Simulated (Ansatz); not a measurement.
HfB2:

```
Hf B
1.0
     3.14000    0.00000    0.00000
    -1.57000    2.71932    0.00000
     0.00000    0.00000    3.48000
Hf B
1 2
Cartesian
  0.0000 0.0000 0.0000
  1.5700 0.9064 1.7400
  0.0000 1.8129 1.7400
```

Base run:

- Program: Ansatz 0.2.0
- Functional: PBEsol
- Potentials or basis: all-electron PAW datasets made for the crystal
- Cutoff: 400 eV (chosen from the basis error)
- k mesh: 10 × 10 × 8
- Occupations: fermi-dirac, width 0.05 eV
- Spin: no spin polarisation

Its results: pressure -4.3 GPa.

**Question.** After a change of settings the same cell gave: pressure 5.9 GPa. Which change was it?
A. potentials or basis from all-electron PAW datasets made for the crystal to all-electron LAPW, inner shells corrected to Dirac's equation; cutoff from 400 eV (chosen from the basis error) to 260 eV (chosen from the basis error)
B. potentials or basis from all-electron PAW datasets made for the crystal to all-electron LAPW, scalar-relativistic; cutoff from 400 eV (chosen from the basis error) to 260 eV (chosen from the basis error)
C. potentials or basis from all-electron PAW datasets made for the crystal to all-electron LAPW, non-relativistic; cutoff from 400 eV (chosen from the basis error) to 260 eV (chosen from the basis error)

**Answer.** C.

Caveats: relativity is left out, which matters for the heavier elements (some runs).

The runs don't all hold the same shells in valence.
